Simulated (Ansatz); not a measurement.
Calculation for HfN (NiAs type): DFT, PBE, all-electron LAPW, scalar-relativistic (Ansatz 0.2.0). This run: single point at the cell that PAW relaxed from the NiAs type at 200 GPa.

The cell comes from a relaxation on PAW files under the same functional, begun from a prototype that needn't be the stable phase.

Command: `ansatz run input.yaml --threads 1 --pin off --max-ram 3584MiB --backend cpu --events-out ev --progress --plain --runs-dir out` It took 56 s on 1 thread of Intel(R) Xeon(R) Platinum 8488C (Sapphire Rapids), with other jobs on the host, peak memory 0.8 GiB.

```yaml
crystal:
  lattice:
    - [2.719689307, 0.0, 0.0]
    - [-1.3598446535, 2.3553200302, 0.0]
    - [0.0, 0.0, 5.2102598827]
  atoms:
    - { symbol: Hf, position: [0.0, 0.0, 0.0] }
    - { symbol: Hf, position: [0.0, 0.0, 0.5] }
    - { symbol: "N", position: [0.3333333333, 0.6666666667, 0.25] }
    - { symbol: "N", position: [0.6666666667, 0.3333333333, 0.75] }
kpoints:
  mp_grid: { grid: [11, 11, 6] }
scf:
  occupations: { method: fermi_dirac, width: 0.08 }
hamiltonian:
  xc: pbe
  pseudopotentials: { kind: all_electron, lapw: { basis_error: 0.0005 } }
output:
  forces: true
  stress: true
  eigenvalues: true
  populations: true
```

Output:

```
Hf: projections on atomic orbitals take those of the free atom 1s2 2s2 2p6 3s2 3p6 3d10 4s2 4p6 4d10 4f14 5s2 5p6 5d2 6s2, of charge +0.00 (hamiltonian.pseudopotentials.projection_atoms)
N: projections on atomic orbitals take those of the free atom 1s2 2s2 2p3, of charge +0.00 (hamiltonian.pseudopotentials.projection_atoms)
LAPW: plane waves up to 11.029 Å⁻¹, error target 5.0e-4 eV per atom; small_component_spin mean_spin; N in spheres of 0.851 Å, 7 of its electrons in bands, Dirac shells []; Hf in spheres of 1.190 Å, 44 of its electrons in bands, Dirac shells [] (how accurate: hamiltonian.pseudopotentials.lapw.basis_error, Limitations)
Engine: ansatz 0.2.0
Pseudopotentials: kind: all_electron
Pseudopotential: Hf, LAPW, valence charge 44, lapw/all_electron/scalar/gaussian/Hf, Koelling and Harmon's equation, gaussian nucleus
Pseudopotential: N, LAPW, valence charge 7, lapw/all_electron/scalar/gaussian/N, Koelling and Harmon's equation, gaussian nucleus
Functional definition: PBE
  parameter kappa = 0.804
  parameter beta = 0.06672455060314922
  exchange = pbe_x(kappa = kappa, mu = beta*pi^2/3)
  correlation = pbe_c(beta = beta)
Crystal: 4 atoms, lattice volume = 33.376 Å³
Basis set: ecut = 463.4460013994851 eV, 775 PW (Γ), exchange–correlation at level 2
Bands: 62, of which v1, the nominal top of the filled ones, is band 51 counted from 1 (50 counted from 0)
Symmetry: 24 space group operations
Space group: P63/mmc (ITA 194), of the structure as read, at distance tolerance 3.2e-5 Å
k-points: 64 of 726
Non-local potential: Hf, projectors of the file, none
Non-local potential: N, projectors of the file, none
Initial density: superposition of atomic densities (chi_scale 0.1, normalization cell, long waves kept (reshape's long-wave potential 0.00 eV rms))
Initial wavefunctions: plane waves of lowest kinetic energy (no species holds an atomic orbital)
Functional: x = pbe(κ = 0.804, μ = 0.2195149727645171), c = pbe(β = 0.06672455060314922)
iter 1 solved again at ethr=1.04e-2 eV; its pass at ethr=1.00e-1 eV (dr2=1.06e1 eV) is discarded
SCF iter   1: F=—  HF=-823483.826461 eV  |F-HF|=—  |Δ(HF+E_count)|=         —  Δρ=1.74e-1  dr2=1.06e1  ethr=1.04e-2  ⟨swp⟩=2.0  Hψ=24913  notcnv=0
preconditioner: auto → Kerker (q_TF=auto, 3.287 Å⁻¹)  [metal: Δε(μ)=0.126 eV  Ē_g=21.165 eV  σ=0.080 eV  W_gap=0.34  n_scr=22 (ndim 8)  ℏωp=49.0 eV  f_vac=0.000  D(μ)=1.15/eV (n_scr^D=4)]
iter 2 solved again at ethr=8.56e-4 eV; its pass at ethr=1.04e-2 eV (dr2=8.73e-1 eV) is discarded
SCF iter   2: F=—  HF=-823479.268720 eV  |F-HF|=—  |Δ(HF+E_count)|=    4.56e0  Δρ=4.90e-2  dr2=8.73e-1  ethr=8.56e-4  ⟨swp⟩=2.0  Hψ=19853  notcnv=0
SCF iter   3: F=—  HF=-823479.136641 eV  |F-HF|=—  |Δ(HF+E_count)|=         —  Δρ=4.30e-2  dr2=7.11e-1  ethr=8.56e-4  ⟨swp⟩=2.0  Hψ=12129  notcnv=0
the basis was enlarged: its passes take 1.6 MiB over the memory plan, 1 of 1 planned eigensolver slots
SCF iter   4: F=—  HF=-823479.035786 eV  |F-HF|=—  |Δ(HF+E_count)|=   1.01e-1  Δρ=2.68e-2  dr2=2.75e-1  ethr=6.97e-4  ⟨swp⟩=2.0  Hψ=11488  notcnv=0
SCF iter   5: F=—  HF=-823478.978647 eV  |F-HF|=—  |Δ(HF+E_count)|=   5.71e-2  Δρ=4.25e-3  dr2=3.18e-3  ethr=2.70e-4  ⟨swp⟩=2.0  Hψ=12205  notcnv=0
SCF iter   6: F=—  HF=-823478.979662 eV  |F-HF|=—  |Δ(HF+E_count)|=   1.01e-3  Δρ=1.20e-3  dr2=3.97e-4  ethr=3.12e-6  ⟨swp⟩=2.0  Hψ=11858  notcnv=0
SCF iter   7: F=—  HF=-823478.979719 eV  |F-HF|=—  |Δ(HF+E_count)|=   5.71e-5  Δρ=3.59e-4  dr2=3.78e-5  ethr=3.89e-7  ⟨swp⟩=2.0  Hψ=11858  notcnv=0
SCF iter   8: F=—  HF=-823478.979716 eV  |F-HF|=—  |Δ(HF+E_count)|=   3.25e-6  Δρ=7.18e-5  dr2=1.53e-6  ethr=3.71e-8  ⟨swp⟩=3.0  Hψ=12168  notcnv=0
SCF iter   9: F=—  HF=-823478.979716 eV  |F-HF|=—  |Δ(HF+E_count)|=   2.67e-7  Δρ=2.10e-5  dr2=1.40e-7  ethr=1.50e-9  ⟨swp⟩=2.0  Hψ=11858  notcnv=0
SCF iter  10: F=-823478.979715 eV  HF=-823478.979715 eV  |F-HF|=1.16e-10  |Δ(HF+E_count)|=   5.75e-8  Δρ=8.04e-6  dr2=2.38e-8  ethr=1.37e-10  ⟨swp⟩=2.0  Hψ=11858  notcnv=0
SCF 1 converged in 10 iterations: F = -823478.979715 eV  dr2 = 2.38e-8
SCF converged after 10 iterations
Free energy (F): -823478.979715 eV
Harris-Foulkes:  -823478.979715 eV  (|F-HF|=1.16e-10)
Internal energy: -823478.943488 eV  (E = F + TS)
E sigma→0 (E₀):  -823478.961602 eV
Entropy (-TS):   -0.036228 eV (-9.057 meV/atom)
Fermi energy:    32.682247 eV
--- Per-component energies (eV) ---
  E_band       = -9721.117220
  E_kinetic    = 916054.675062
  E_xc         = -17231.430999
  E_electrostatic = -1722302.187551  (all electrons and nuclei)
  E_smearing   = -0.036228  (= −TS)
  E_closure    = 0.000000  (closes the sum)
  E_atoms      = -823449.327090  (free atoms, spherical and without spin; not in F)
  Σ components = -823478.979715   (vs F -823478.979715, Δ=0.00e0)
  Basis errors (estimates in eV, not in F): energy 1.8e-4 per atom: plane waves 1.6e-4 (8.8e-5 summed), levels above the bands 2.0e-73, relativity 3.1e-8, radial functions 1.9e-5, core shells 1.4e-11; eigenvalues (radial functions only) 2.8e-6; not estimated: angular momenta, meshes, grids; target (lapw.basis_error) 5.0e-4; muffin-tin radii N 0.851 Å, Hf 1.190 Å
--- Forces (eV/Å), atoms counted from 1 ---
  atom   1  Hf     0.00000000    -0.00000000     0.00000000
  atom   2  Hf     0.00000000    -0.00000000    -0.00000000
  atom   3  N      0.00000000     0.00000000     0.00000000
  atom   4  N      0.00000000     0.00000000     0.00000000
  max |Σ_I F_I| component: 2.10e-30 eV/Å
--- Stress (GPa, compression-positive) ---
      200.277216       0.000000       0.000000
        0.000000     200.277216       0.000000
        0.000000       0.000000     200.620020
  P = ⅓ Tr σ = 200.3915 GPa (2003.915 kbar)
--- Band table (eV; the first three rows and the last of 64) ---
  k-point 0: bands = ["-473.0769", "-473.0769", "-343.4167", "-343.4167", "-339.8113", "-339.8113", "-339.8113", "-339.8113", "-339.7389", "-339.7389", "-167.6792", "-167.6792", "-167.6792", "-167.6792", "-167.6267", "-167.6267", "-167.6266", "-167.6266", "-167.5951", "-167.5950", "-28.8461", "-28.5912", "0.1148", "3.2609", "3.2860", "3.2860", "3.5986", "3.5986", "14.2364", "18.6348", "21.3890", "21.5250", "21.5250", "21.5564", "21.7609", "21.7609", "21.7722", "21.7722", "21.8071", "21.8801", "21.8821", "21.9398", "21.9398", "21.9904", "23.1527", "26.8316", "26.8316", "28.5652", "30.2589", "31.0513", "31.0513", "33.9447", "33.9447", "34.5376", "34.5376", "38.9793", "39.7191", "40.1772", "40.9942", "40.9942", "43.0465", "43.0465"]
  k-point 1: bands = ["-473.0769", "-473.0769", "-343.4167", "-343.4167", "-339.8113", "-339.8113", "-339.8113", "-339.8113", "-339.7389", "-339.7389", "-167.6792", "-167.6792", "-167.6792", "-167.6792", "-167.6267", "-167.6267", "-167.6266", "-167.6266", "-167.5951", "-167.5950", "-28.8295", "-28.6087", "0.2857", "2.9900", "3.3064", "3.3064", "3.5770", "3.5770", "14.5452", "18.2919", "21.3872", "21.5383", "21.5383", "21.5441", "21.7430", "21.7430", "21.7667", "21.7809", "21.7809", "21.7855", "21.8802", "21.8820", "21.9239", "21.9239", "23.7798", "27.0147", "27.0147", "28.2325", "30.4494", "30.4494", "30.6917", "34.5644", "34.5644", "34.7125", "34.7125", "37.9487", "39.9952", "40.5364", "40.5774", "40.5774", "42.5793", "42.5793"]
  k-point 2: bands = ["-473.0769", "-473.0769", "-343.4167", "-343.4167", "-339.8113", "-339.8113", "-339.8113", "-339.8113", "-339.7389", "-339.7389", "-167.6792", "-167.6792", "-167.6792", "-167.6792", "-167.6266", "-167.6266", "-167.6266", "-167.6266", "-167.5951", "-167.5950", "-28.7836", "-28.6562", "0.7733", "2.3128", "3.3624", "3.3624", "3.5186", "3.5186", "15.3437", "17.4411", "21.3863", "21.4633", "21.5765", "21.5765", "21.6596", "21.6950", "21.6950", "21.7351", "21.8057", "21.8057", "21.8806", "21.8816", "21.8860", "21.8860", "24.9476", "27.3722", "27.5412", "27.5412", "29.3745", "29.3745", "31.9088", "35.1755", "35.1755", "35.4842", "35.4842", "35.9229", "39.9865", "39.9865", "40.6204", "40.9409", "41.4537", "41.4537"]
  k-point 63: bands = ["-473.0769", "-473.0769", "-343.4167", "-343.4167", "-339.8113", "-339.8113", "-339.8113", "-339.8113", "-339.7389", "-339.7389", "-167.6792", "-167.6792", "-167.6792", "-167.6792", "-167.6267", "-167.6267", "-167.6266", "-167.6266", "-167.5950", "-167.5950", "-28.3729", "-28.3729", "1.1092", "1.1092", "1.6774", "1.6774", "2.4375", "2.4375", "17.0873", "17.0873", "21.5549", "21.5549", "21.5888", "21.5888", "21.7222", "21.7222", "21.7796", "21.7796", "21.7963", "21.7963", "21.8376", "21.8376", "21.9846", "21.9846", "24.6861", "24.6861", "27.1558", "27.1558", "28.2116", "28.2116", "33.8677", "33.8677", "37.6705", "37.6705", "38.9165", "38.9165", "41.6255", "41.6255", "46.5668", "46.5668", "48.1098", "48.1098"]
--- Löwdin populations: 4 sites ---
  site symbol       q [e]
     0     Hf     71.4447
     1     Hf     71.4447
     2      N      7.5128
     3      N      7.5128
  spilling = 0.000539 (of n_electrons = 158.000000)
```

populations.tsv:

```
# site	symbol	l	j	q
# orbitals = lowdin
# n_electrons = 158.000000
# spilling = 0.000539
# projection_atom_Hf: 1s2 2s2 2p6 3s2 3p6 3d10 4s2 4p6 4d10 4f14 5s2 5p6 5d2 6s2
# projection_atom_N: 1s2 2s2 2p3
0	Hf	0_1S	-	1.999999
0	Hf	0_2S	-	1.999948
0	Hf	0_3S	-	1.999335
0	Hf	0_4S	-	1.993224
0	Hf	0_5S	-	1.899042
0	Hf	0_6S	-	0.414383
0	Hf	1_2P	-	6.000000
0	Hf	1_3P	-	5.999993
0	Hf	1_4P	-	5.999586
0	Hf	1_5P	-	5.953107
0	Hf	2_3D	-	10.000000
0	Hf	2_4D	-	9.999764
0	Hf	2_5D	-	3.206449
0	Hf	3_4F	-	13.979828
1	Hf	0_1S	-	1.999999
1	Hf	0_2S	-	1.999948
1	Hf	0_3S	-	1.999335
1	Hf	0_4S	-	1.993224
1	Hf	0_5S	-	1.899042
1	Hf	0_6S	-	0.414383
1	Hf	1_2P	-	6.000000
1	Hf	1_3P	-	5.999993
1	Hf	1_4P	-	5.999586
1	Hf	1_5P	-	5.953107
1	Hf	2_3D	-	10.000000
1	Hf	2_4D	-	9.999764
1	Hf	2_5D	-	3.206449
1	Hf	3_4F	-	13.979828
2	N	0_1S	-	1.992792
2	N	0_2S	-	1.347662
2	N	1_2P	-	4.172321
3	N	0_1S	-	1.992792
3	N	0_2S	-	1.347662
3	N	1_2P	-	4.172321
```

Next run (zincblende relaxed under pressure), as changes to the input before:

```diff
   lattice:
-    - [2.719689307, 0.0, 0.0]
-    - [-1.3598446535, 2.3553200302, 0.0]
-    - [0.0, 0.0, 5.2102598827]
+    - [0.0, 2.1222214666, 2.1222214666]
+    - [2.1222214666, 0.0, 2.1222214666]
+    - [2.1222214666, 2.1222214666, 0.0]
   atoms:
-    - { symbol: Hf, position: [0.0, 0.0, 0.5] }
-    - { symbol: "N", position: [0.3333333333, 0.6666666667, 0.25] }
-    - { symbol: "N", position: [0.6666666667, 0.3333333333, 0.75] }
+    - { symbol: "N", position: [0.25, 0.25, 0.25] }
 kpoints:
-  mp_grid: { grid: [11, 11, 6] }
+  mp_grid: { grid: [16, 16, 16] }
 scf:
   eigenvalues: true
-  populations: true
+relax:
+  f_tol: 0.005
+  max_steps: 12
+  cell: { p_target: 200.0, stress_tol: 0.1 }
```

Results part of the output:

```
basis re-selected at this cell: Δ(F+E_penalty+E_count) = -5.704e-9 eV, ΔP = +0.000 GPa vs the last step (what re-selecting the basis moved, after the strain that the cell walked since its last selection, with what the two solves' SCF thresholds leave and, on support functions, any second-order correction that the steps lacked; it is no measure of the basis error at this ecutwfc). This SCF's stress stands 5.23e-4 GPa from its target on what of the cell is left free (relax.cell.stress_tol is 1.00e-1 GPa) and its largest allowed force component is 6.85e-16 eV/Å (relax.f_tol is 5.00e-3 eV/Å): within both
SCF converged after 2 iterations
Free energy (F): -411738.610714 eV
Harris-Foulkes:  -411738.610714 eV  (|F-HF|=2.33e-9)
Internal energy: -411738.601636 eV  (E = F + TS)
E sigma→0 (E₀):  -411738.606175 eV
Entropy (-TS):   -0.009078 eV (-4.539 meV/atom)
Fermi energy:    28.776584 eV
--- Per-component energies (eV) ---
  E_band       = -5077.180591
  E_kinetic    = 458036.336856
  E_xc         = -8615.467934
  E_electrostatic = -861159.470558  (all electrons and nuclei)
  E_smearing   = -0.009078  (= −TS)
  E_closure    = 0.000000  (closes the sum)
  E_atoms      = -411724.663545  (free atoms, spherical and without spin; not in F)
  Σ components = -411738.610714   (vs F -411738.610714, Δ=0.00e0)
  Basis errors (estimates in eV, not in F): energy 2.3e-4 per atom: plane waves 2.1e-4 (1.3e-4 summed), levels above the bands 7.0e-68, relativity 3.5e-8, radial functions 2.1e-5, core shells 3.9e-11; eigenvalues (radial functions only) 5.1e-7; not estimated: angular momenta, meshes, grids; target (lapw.basis_error) 5.0e-4; muffin-tin radii N 0.727 Å, Hf 1.056 Å
[... lines left out ...]
      200.000523       0.000000       0.000000
        0.000000     200.000523       0.000000
        0.000000       0.000000     200.000523
  P = ⅓ Tr σ = 200.0005 GPa (2000.005 kbar)
--- Band table (eV; the first three rows and the last of 145) ---
  k-point 0: bands = ["-477.2199", "-348.2182", "-343.9263", "-343.9263", "-343.9263", "-171.7827", "-171.7827", "-171.7716", "-171.7716", "-171.7716", "-32.7964", "-1.2500", "-1.2500", "-1.2500", "10.2533", "17.3726", "17.3726", "17.3726", "17.6471", "17.7281", "17.7281", "17.7281", "21.0313", "21.0313", "21.0313", "29.4896", "31.8774", "31.8774", "38.1533", "38.1533", "38.1533"]
  k-point 1: bands = ["-477.2199", "-348.2182", "-343.9263", "-343.9263", "-343.9263", "-171.7827", "-171.7827", "-171.7716", "-171.7716", "-171.7716", "-32.7899", "-1.3563", "-1.2617", "-1.2617", "10.3836", "17.3755", "17.3773", "17.3773", "17.6586", "17.7204", "17.7204", "17.7283", "20.9699", "21.0925", "21.0925", "29.7279", "31.7321", "31.7321", "37.9658", "38.4409", "38.4409"]
  k-point 2: bands = ["-477.2199", "-348.2182", "-343.9263", "-343.9263", "-343.9263", "-171.7827", "-171.7827", "-171.7716", "-171.7716", "-171.7716", "-32.7715", "-1.6464", "-1.2947", "-1.2947", "10.7321", "17.3860", "17.3906", "17.3906", "17.6913", "17.7008", "17.7008", "17.7289", "20.8466", "21.2588", "21.2588", "30.3521", "31.4185", "31.4185", "37.5529", "39.1323", "39.1323"]
  k-point 144: bands = ["-477.2199", "-348.2182", "-343.9263", "-343.9263", "-343.9263", "-171.7827", "-171.7827", "-171.7716", "-171.7716", "-171.7716", "-32.5664", "-3.1293", "-2.4307", "-2.0554", "13.6637", "17.2858", "17.5057", "17.5990", "17.6322", "17.6389", "17.6464", "17.8491", "21.2581", "22.7763", "24.6287", "27.5667", "30.7625", "34.5625", "37.1919", "39.9680", "44.5754"]
--- Relaxed structure (3 steps of the walk, 3 accepted, 1 SCFs on fresh bases) ---
  F+E_penalty+E_count = -411738.61071372 eV   max|allowed force component| = 6.846e-16 eV/Å   (the final SCF, on the basis selected at the relaxed cell)
  cell:  # Å, volume = 19.1103 Å³
    - [2.7005471774346624e-33, 2.12200258106235, 2.12200258106235]
    - [2.12200258106235, 4.738695990592899e-33, 2.12200258106235]
    - [2.12200258106235, 2.12200258106235, 6.522076202106356e-33]
  atoms:
    - { symbol: Hf, position: [-7.486929282008562e-34, 8.696938054858431e-34, 9.453193537889599e-34] }
    - { symbol: N, position: [0.25, 0.25, 0.25] }
```

Spin–orbit coupling is left out, which matters for the heavy atoms.
